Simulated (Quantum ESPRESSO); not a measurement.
The system is WC.

```
CELL_PARAMETERS angstrom
1.64035 -2.11804 0.00000
1.64035 2.11804 0.00000
0.00000 0.00000 4.30942
ATOMIC_POSITIONS crystal
W 0.50000 0.50000 0.50000
C 0.00000 0.00000 0.00000
```

The cell was built by a generator and needn't be a form met in nature.

```yaml
Program: Quantum ESPRESSO 7.5
Task: single point
Functional: PBE
Potentials_or_basis: SSSP 1.3 efficiency PBE
Cutoff: 748 eV
Density_cutoff: 5987 eV
k_mesh: 10 × 10 × 6
Occupations: fermi-dirac, width 0.05 eV
Spin: no spin polarisation
```

On this cell: pressure -32.2 GPa; largest force under 0.003 eV/Å; band gap on the k mesh none (metal or under the smearing width).

The same run follows on a disturbed copy (atoms moved at random, drawn with an rms of 0.05 Å):

```
W C
1.0
     1.64035   -2.11804    0.00000
     1.64035    2.11804    0.00000
     0.00000    0.00000    4.30942
W C
1 1
Cartesian
  1.7019 0.0167 2.1284
  0.0061 0.0227 -0.0415
```

**Question.** What does the disturbed cell give?

**Answer.** The energy (extrapolated to zero smearing) moves by -3.1 meV/atom; pressure -32.1 GPa; largest force 0.225 eV/Å; band gap on the k mesh none (metal or under the smearing width).

Forces in eV/Å, atoms in the order of the input:
```
W    0.189 -0.006  0.121
C   -0.189  0.006 -0.121
```

Stress tensor (GPa, compression positive):
```
-35.13   0.00   0.02
  0.00  -2.56   0.00
  0.02   0.00 -58.75
```

The energy falls, though the first cell shows no forces: that form is unstable against this distortion, unless noise or another electronic state is at work.

Caveats: a pressure of tens of GPa on the cell as given is suspect, and the run, the potentials or the cell itself is likely at fault (some runs); the cell as given lies far from equilibrium (some runs).
